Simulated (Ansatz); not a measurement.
# AlN: rattled cells

The task, for AlN: compute energies and forces of randomly disturbed cells.

Method: DFT PBE, scalar-relativistic, plane waves, PAW, in Ansatz 0.2.0.

### 1 The system as given

The structure is hexagonal, space group P6_3mc (No. 186). The conventional cell has a = 3.111 Å, b = 3.111 Å, c = 4.978 Å, α = 90.00°, β = 90.00°, γ = 120.00°. Al (site symmetry 3m) has 4 N at 1.89 to 1.92 Å as nearest neighbours. N (site symmetry 3m) is surrounded by 4 Al at 1.89 to 1.92 Å.

As a file:

```cif
data_structure
_symmetry_space_group_name_H-M 'P6_3mc'
_symmetry_Int_Tables_number 186
_cell_length_a 3.1110
_cell_length_b 3.1110
_cell_length_c 4.9780
_cell_angle_alpha 90.000
_cell_angle_beta 90.000
_cell_angle_gamma 120.000
_cell_volume 41.72
loop_
_atom_site_label
_atom_site_type_symbol
_atom_site_symmetry_multiplicity
_atom_site_Wyckoff_symbol
_atom_site_fract_x
_atom_site_fract_y
_atom_site_fract_z
_atom_site_occupancy
Al1 Al 2 b 0.33333 0.66667 0.00000 1
N1 N 2 b 0.33333 0.66667 0.38500 1
```

No relaxation comes first: the listed cell is the starting point.

### 2 The reference cell

Reference values: F = -1848.4932 eV; pressure 4.04 GPa; largest force 0.179 eV/Å; gap on the mesh 4.15 eV. It was computed beforehand with the settings of the runs below.

### 3 Setting up rattled cells

All atoms are moved at random with no net shift, in some cells together with a random strain.

### 4 Point rms move = 0.307 Å

input.yaml

```yaml
crystal:
  lattice:
    - [3.2360458119, -0.0975659424, -0.0221381428]
    - [-1.7025174906, 2.8428551716, 0.0699330608]
    - [-0.0354238504, 0.1087611125, 4.8652965235]
  atoms:
    - { symbol: Al, position: [0.3206374753, 0.6744783112, -0.0095557548] }
    - { symbol: Al, position: [0.810953623, 0.4502035771, 0.5516643616] }
    - { symbol: "N", position: [0.2859371289, 0.5748537327, 0.3652261432] }
    - { symbol: "N", position: [0.5824717728, 0.300464379, 0.86266525] }
basis:
  ecutwfc: 420
kpoints:
  mp_grid: { grid: [6, 6, 4] }
hamiltonian:
  xc: pbe
scf:
  occupations: { method: gaussian, width: 0.05 }
output:
  forces: true
  stress: true
  eigenvalues: true
```

Command:

```console
> ansatz run input.yaml --threads 1 --pin off --max-ram 2560MiB --backend cpu --events-out ev --progress --plain --runs-dir out
```

Standard output, shortened:

```text
Warning: RAYON_NUM_THREADS=1 ignored (pool sized by the plan → 1); use --threads N
[...]
Pseudopotentials: kind: paw
Pseudopotential: Al, paw, valence charge 3, recommended cutoff 420 eV (normal), Al.paw.azcp
Pseudopotential: N, paw, valence charge 5, recommended cutoff 420 eV (normal), N.paw.azcp
Functional definition: PBE
[...]
Crystal: 4 atoms, lattice volume = 43.928 Å³
Basis set: ecut = 420 eV, 865 PW (Γ), exchange–correlation on 48×48×72 points (8 copies of the dense FFT grid, shifted against one another)
Bands: 12, of which v1, the nominal top of the filled ones, is band 8 counted from 1 (7 counted from 0)
Symmetry: 1 space group operations
Space group: P1 (ITA 1), of the structure as read, at distance tolerance 3.5e-5 Å
k-points: 76 of 144 (time reversal used)
[...]
SCF iter   1: F=—  HF=-1845.344354 eV  |F-HF|=—  |Δ(HF+E_count)|=         —  Δρ=3.34e-3  dr2=4.98e-3  ethr=1.77e-3  ⟨swp⟩=5.8  Hψ=6130  notcnv=0
[...]
SCF iter   6: F=-1845.343932 eV  HF=-1845.343932 eV  |F-HF|=1.61e-9  |Δ(HF+E_count)|=   7.35e-8  Δρ=2.91e-6  dr2=2.26e-9  ethr=5.41e-10  ⟨swp⟩=2.6  Hψ=3245  notcnv=0
[...]
SCF converged after 6 iterations
Free energy (F): -1845.343932 eV
[...]
E sigma→0 (E₀):  -1845.343932 eV
Fermi energy:    8.575956 eV
[...]
--- Forces (eV/Å), atoms counted from 1 ---
  atom   1  Al     0.13656437    -1.09964805     2.31214660
  atom   2  Al    -5.01106621    -0.56719195    -6.61143125
  atom   3  N      5.04087214     1.46939349    -1.04726167
  atom   4  N     -0.16635049     0.19744617     5.34655545
[...]
--- Stress (GPa, compression-positive) ---
        7.186483       9.242814     -19.024691
        9.242719      -0.236843     -10.850014
      -19.024540     -10.850186      47.400267
  P = ⅓ Tr σ = 18.1166 GPa (181.166 kbar)
--- Band table (eV; the first three rows and the last of 76) ---
  k-point 0: bands = ["-8.8518", "-5.8208", "0.8259", "4.3917", "5.0170", "6.1184", "6.8236", "7.8812", "9.2488", "11.9743", "15.3741", "16.1365"]
[...]
```

Run time: 3.4 s. Hardware: 1 thread of Arm Neoverse V2, shared host; peak memory 0.32 GiB.

### 5 At rms move = 0.326 Å

input.yaml

```yaml
crystal:
  lattice:
    - [3.2700969698, -0.1938182793, 0.0499944603]
    - [-1.8029000385, 2.786876459, -0.0806939157]
    - [0.0799975093, -0.1029089864, 4.4607515461]
  atoms:
    - { symbol: Al, position: [0.3510025803, 0.6817442065, -0.0567714116] }
    - { symbol: Al, position: [0.5941995236, 0.2102939272, 0.5209444624] }
    - { symbol: "N", position: [0.4246266692, 0.7814406159, 0.3612570181] }
    - { symbol: "N", position: [0.630171227, 0.3265212503, 0.9445699311] }
basis:
  ecutwfc: 420
kpoints:
  mp_grid: { grid: [6, 6, 4] }
hamiltonian:
  xc: pbe
scf:
  occupations: { method: gaussian, width: 0.05 }
output:
  forces: true
  stress: true
  eigenvalues: true
```

Command:

```console
> ansatz run input.yaml --threads 1 --pin off --max-ram 2560MiB --backend cpu --events-out ev --progress --plain --runs-dir out
```

Standard output, shortened:

```text
Warning: RAYON_NUM_THREADS=1 ignored (pool sized by the plan → 1); use --threads N
[...]
[... 4 set-up lines as earlier in the session ...]
[...]
Crystal: 4 atoms, lattice volume = 39.066 Å³
Basis set: ecut = 420 eV, 763 PW (Γ), exchange–correlation on 48×48×60 points (8 copies of the dense FFT grid, shifted against one another)
Bands: 12, of which v1, the nominal top of the filled ones, is band 8 counted from 1 (7 counted from 0)
[... 1 set-up line as earlier in the session ...]
Space group: P1 (ITA 1), of the structure as read, at distance tolerance 3.4e-5 Å
k-points: 76 of 144 (time reversal used)
[...]
SCF iter   1: F=—  HF=-1840.359547 eV  |F-HF|=—  |Δ(HF+E_count)|=         —  Δρ=5.61e-3  dr2=6.97e-3  ethr=1.77e-3  ⟨swp⟩=6.0  Hψ=6527  notcnv=0
[...]
SCF iter   6: F=-1840.360731 eV  HF=-1840.360731 eV  |F-HF|=1.75e-9  |Δ(HF+E_count)|=   1.16e-7  Δρ=4.39e-6  dr2=3.73e-9  ethr=5.94e-10  ⟨swp⟩=3.8  Hψ=4932  notcnv=0
[...]
SCF converged after 6 iterations
Free energy (F): -1840.360731 eV
[...]
E sigma→0 (E₀):  -1840.360731 eV
Fermi energy:    9.852440 eV
[...]
--- Forces (eV/Å), atoms counted from 1 ---
  atom   1  Al    -0.18591027    -2.41861755     3.63435903
  atom   2  Al    -4.36587360    28.05154475    11.05562043
  atom   3  N      4.04154111   -27.39803394   -10.53797253
  atom   4  N      0.51024973     1.76508445    -4.15200277
[...]
--- Stress (GPa, compression-positive) ---
        1.597385     -18.432497     -11.365811
      -18.432354     149.372761      68.688434
      -11.365749      68.688473      61.722397
  P = ⅓ Tr σ = 70.8975 GPa (708.975 kbar)
--- Band table (eV; the first three rows and the last of 76) ---
  k-point 0: bands = ["-7.9624", "-4.6001", "1.7351", "5.3182", "6.6768", "7.6600", "8.1008", "8.6081", "11.0968", "13.2887", "17.2992", "18.6902"]
[...]
```

It took 3.5 s on 1 thread of Arm Neoverse V2, shared host; peak memory 0.31 GiB.

### 6 Point rms move = 0.136 Å

input.yaml

```yaml
crystal:
  lattice:
    - [3.1110021516, 0.0, 0.0]
    - [-1.5555010758, 2.6942068945, 0.0]
    - [0.0, 0.0, 4.978]
  atoms:
    - { symbol: Al, position: [0.3603732153, 0.725724246, -0.0119460774] }
    - { symbol: Al, position: [0.6357258274, 0.293497145, 0.4842116] }
    - { symbol: "N", position: [0.3280784862, 0.6384845448, 0.4126436454] }
    - { symbol: "N", position: [0.6758224712, 0.3422940642, 0.885090832] }
basis:
  ecutwfc: 420
kpoints:
  mp_grid: { grid: [6, 6, 4] }
hamiltonian:
  xc: pbe
scf:
  occupations: { method: gaussian, width: 0.05 }
output:
  forces: true
  stress: true
  eigenvalues: true
```

Command:

```console
> ansatz run input.yaml --threads 1 --pin off --max-ram 2560MiB --backend cpu --events-out ev --progress --plain --runs-dir out
```

Standard output, shortened:

```text
[...]
SCF converged after 6 iterations
Free energy (F): -1847.865822 eV
[...]
E sigma→0 (E₀):  -1847.865822 eV
Fermi energy:    9.415914 eV
[...]
--- Forces (eV/Å), atoms counted from 1 ---
  atom   1  Al     0.24997468    -3.40498055     0.89188594
  atom   2  Al     1.19699645     0.93886678     1.70588438
  atom   3  N     -1.19600857    -0.02810501    -2.49563130
  atom   4  N     -0.25096557     2.49422277    -0.10216349
[...]
--- Stress (GPa, compression-positive) ---
        5.940858      -2.826453       0.990021
       -2.826389      21.181869      -3.238374
        0.990026      -3.238273      -3.073623
  P = ⅓ Tr σ = 8.0164 GPa (80.164 kbar)
--- Band table (eV; the first three rows and the last of 76) ---
  k-point 0: bands = ["-8.0389", "-5.8972", "1.3375", "5.9122", "6.1646", "6.5313", "7.0664", "7.6372", "11.1946", "13.8781", "17.7549", "17.9186"]
[...]
```

Wall time 3.4 s (1 thread of Arm Neoverse V2, shared host); peak memory 0.31 GiB.

### 7 rms move = 0.524 Å

input.yaml

```yaml
crystal:
  lattice:
    - [3.1110021516, 0.0, 0.0]
    - [-1.5555010758, 2.6942068945, 0.0]
    - [0.0, 0.0, 4.978]
  atoms:
    - { symbol: Al, position: [0.352283431, 0.6382410458, 0.0655579281] }
    - { symbol: Al, position: [0.5876046065, 0.3637447564, 0.357642934] }
    - { symbol: "N", position: [0.3907633419, 0.5759939105, 0.4612780398] }
    - { symbol: "N", position: [0.6693486207, 0.4220202872, 0.8855210981] }
basis:
  ecutwfc: 420
kpoints:
  mp_grid: { grid: [6, 6, 4] }
hamiltonian:
  xc: pbe
scf:
  occupations: { method: gaussian, width: 0.05 }
output:
  forces: true
  stress: true
  eigenvalues: true
```

Command:

```console
> ansatz run input.yaml --threads 1 --pin off --max-ram 2560MiB --backend cpu --events-out ev --progress --plain --runs-dir out
```

Standard output, shortened:

```text
Warning: RAYON_NUM_THREADS=1 ignored (pool sized by the plan → 1); use --threads N
[...]
[... 4 set-up lines as earlier in the session ...]
[...]
Crystal: 4 atoms, lattice volume = 41.724 Å³
Basis set: ecut = 420 eV, 809 PW (Γ), exchange–correlation on 48×48×72 points (8 copies of the dense FFT grid, shifted against one another)
Bands: 12, of which v1, the nominal top of the filled ones, is band 8 counted from 1 (7 counted from 0)
[... 2 set-up lines as earlier in the session ...]
k-points: 76 of 144 (time reversal used)
[...]
SCF iter   1: F=—  HF=-1830.311144 eV  |F-HF|=—  |Δ(HF+E_count)|=         —  Δρ=1.64e-2  dr2=6.78e-2  ethr=1.77e-3  ⟨swp⟩=6.4  Hψ=7022  notcnv=0
[...]
SCF iter   6: F=-1830.302348 eV  HF=-1830.302348 eV  |F-HF|=3.42e-9  |Δ(HF+E_count)|=   2.65e-7  Δρ=1.32e-5  dr2=3.04e-8  ethr=6.25e-10  ⟨swp⟩=7.7  Hψ=5628  notcnv=0
[...]
SCF converged after 6 iterations
Free energy (F): -1830.302348 eV
[...]
E sigma→0 (E₀):  -1830.302348 eV
Fermi energy:    8.353549 eV
[...]
--- Forces (eV/Å), atoms counted from 1 ---
  atom   1  Al    -7.07352121     3.75598800    -7.55992903
  atom   2  Al    50.98607641   -30.54685858   -15.31062788
  atom   3  N    -48.17025603    29.24177239    18.58734465
  atom   4  N      4.25766563    -2.45091471     4.28330199
[...]
--- Stress (GPa, compression-positive) ---
      201.501371    -118.725186     -90.189945
     -118.725107      74.959482      55.907612
      -90.189995      55.907714      57.167997
  P = ⅓ Tr σ = 111.2096 GPa (1112.096 kbar)
--- Band table (eV; the first three rows and the last of 76) ---
  k-point 0: bands = ["-8.6615", "-6.0408", "0.2641", "5.5599", "5.7079", "6.8907", "7.0280", "7.6900", "9.0030", "13.1933", "16.0496", "16.4919"]
[...]
```

Wall time 3.5 s (1 thread of Arm Neoverse V2, shared host); peak memory 0.31 GiB.

### 8 At rms move = 0.342 Å

input.yaml

```yaml
crystal:
  lattice:
    - [3.1110021516, 0.0, 0.0]
    - [-1.5555010758, 2.6942068945, 0.0]
    - [0.0, 0.0, 4.978]
  atoms:
    - { symbol: Al, position: [0.371135552, 0.7505538454, -0.0067670713] }
    - { symbol: Al, position: [0.5653014572, 0.3051042093, 0.4879967083] }
    - { symbol: "N", position: [0.3232213737, 0.7306289409, 0.3852187841] }
    - { symbol: "N", position: [0.7403416171, 0.2137130044, 0.9035515789] }
basis:
  ecutwfc: 420
kpoints:
  mp_grid: { grid: [6, 6, 4] }
hamiltonian:
  xc: pbe
scf:
  occupations: { method: gaussian, width: 0.05 }
output:
  forces: true
  stress: true
  eigenvalues: true
```

Command:

```console
> ansatz run input.yaml --threads 1 --pin off --max-ram 2560MiB --backend cpu --events-out ev --progress --plain --runs-dir out
```

Standard output, shortened:

```text
[...]
SCF converged after 6 iterations
Free energy (F): -1842.769059 eV
[...]
E sigma→0 (E₀):  -1842.769059 eV
Fermi energy:    9.119020 eV
[...]
--- Forces (eV/Å), atoms counted from 1 ---
  atom   1  Al    -7.21083230   -22.09975851     8.18486875
  atom   2  Al     1.46019934     5.78156590     2.41747889
  atom   3  N     -0.26160891    -6.30059631    -1.50241751
  atom   4  N      6.01221105    22.61872499    -9.09994419
[...]
--- Stress (GPa, compression-positive) ---
        2.260380      33.676433     -15.884387
       33.676458     126.510183     -23.222838
      -15.884417     -23.222983      15.121583
  P = ⅓ Tr σ = 47.9640 GPa (479.640 kbar)
--- Band table (eV; the first three rows and the last of 76) ---
  k-point 0: bands = ["-8.0925", "-5.9535", "1.2518", "5.3664", "6.0278", "6.9919", "7.1667", "7.7542", "10.5703", "13.3996", "16.3515", "17.7791"]
[...]
```

It took 3.2 s on 1 thread of Arm Neoverse V2, shared host; peak memory 0.32 GiB.

### 9 The scan collected

The scan, with free energies counted from the undisturbed cell:

```csv
rms move (Å),ΔE (meV/atom),largest force (eV/Å),shortest distance (Å),pressure (GPa),gap on the mesh (eV)
0.000,0.0,0.18,1.89,4.0,4.15
0.136,156.9,3.53,1.74,8.0,3.56
0.307,787.3,8.32,1.63,18.1,1.35
0.326,2033.1,30.47,1.35,70.9,2.49
0.342,1431.0,25.11,1.39,48.0,2.73
0.524,4547.7,61.38,1.22,111.2,1.30
```

### 10 Outcome

```
      quantity                                      value
costliest cell  4547.7 meV/atom at an rms move of 0.524 Å
```

In words: Cutoff, mesh or smearing here differ from converged choices, so read the numbers with care. The cost runs from 156.9 to 4547.7 meV/atom. Energy over the square of the rms move lies between 8.3 and 19.2 eV/Å² per atom; a harmonic solid under isotropic random moves would keep it roughly constant, while strain and close contacts change it. The gap on the mesh stays between 1.30 and 4.15 eV. Where forces pass 15 eV/Å atoms stand far too close, the PAW spheres overlap strongly and those numbers are rough.
